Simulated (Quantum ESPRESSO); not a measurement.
The system is TePt.

```xyz
4
Lattice="4.2629 0.0000 0.0000 -2.1314 3.6918 0.0000 0.0000 0.0000 5.6618" Properties=species:S:1:pos:R:3 pbc="T T T"
Pt    0.0000    0.0000    0.0000
Pt    0.0000    0.0000    2.8309
Te    0.0000    2.4612    1.4154
Te    2.1314    1.2306    4.2463
```

Measurements of this composition are mostly on another form, of space group No. 166.

Base run:

| Property | Result |
| --- | --- |
| Program | Quantum ESPRESSO 7.5 |
| Functional | LDA |
| Potentials or basis | GBRV 1.5 LDA |
| Cutoff | 612 eV |
| Density cutoff | 4898 eV |
| k mesh | 7 × 7 × 5 |
| Occupations | fermi-dirac, width 0.05 eV |
| Spin | no spin polarisation |

Its results: band gap on the k mesh none (metal or under the smearing width); pressure -6.5 GPa.

Question: The run is repeated on the same cell with these changes: functional from LDA to PBEsol; potentials or basis from GBRV 1.5 LDA to GBRV 1.5 PBEsol. What comes out?

Answer: Band gap on the k mesh none (metal or under the smearing width); pressure -4.2 GPa.

Caveats: spin-orbit coupling is left out, which moves the levels of the heavy elements.
